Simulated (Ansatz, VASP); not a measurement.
# BP: VASP beside Ansatz

File INCAR:

```
PREC = Accurate
ENCUT = 520
EDIFF = 1E-7
ISMEAR = -1
SIGMA = 0.05
LREAL = False
LASPH = True
NELM = 60
ALGO = Normal
ISIF = 2
LWAVE = False
LCHARG = False
NBANDS = 11
```

File KPOINTS:

```
Automatic mesh
0
Gamma
  15 15 15
```

Contents of POSCAR:

```
BP
1.0
    0.0000000000      2.2383340787      2.2383340787
    2.2383340787      0.0000000000      2.2383340787
    2.2383340787      2.2383340787      0.0000000000
B P
1 1
Direct
    0.0000000000      0.0000000000      0.0000000000
    0.7500000000      0.7500000000      0.7500000000
```

Input for Ansatz:

```yaml
crystal:
  lattice:
    - [0.0, 2.2383340787, 2.2383340787]
    - [2.2383340787, 0.0, 2.2383340787]
    - [2.2383340787, 2.2383340787, 0.0]
  atoms:
    - { symbol: B, position: [0.0, 0.0, 0.0] }
    - { symbol: P, position: [0.75, 0.75, 0.75] }
kpoints:
  mp_grid: { grid: [15, 15, 15] }
scf:
  occupations: { method: fermi_dirac, width: 0.05 }
hamiltonian:
  xc: lda
  pseudopotentials: { kind: all_electron, lapw: { basis_error: 0.001 } }
output:
  forces: true
  stress: true
  eigenvalues: true
```

Change from the starting cell: volume scaled by 0.96.

Alike in both runs: task single point; functional LDA; k mesh 15 × 15 × 15; occupations fermi-dirac, width 0.05 eV; no spin polarisation.

```csv
,VASP,Ansatz
version,VASP 6.6.1,Ansatz 0.2.0
potentials or method,"VASP PAW LDA potentials, release 64 (B, P)","all-electron LAPW, scalar-relativistic"
plane-wave cutoff (eV),520,see its input
```

VASP gave:

| Item | Value |
| --- | --- |
| pressure (GPa) | 1.5 |

**Question.** Estimate Ansatz's values.

**Answer.** Pressure (GPa): 1.6.

Ansatz ran all-electron here, so the differences hold the error of VASP's frozen core and of both bases.

Caveats: an odd mesh through Γ misses points on the zone boundary, where band edges often lie.
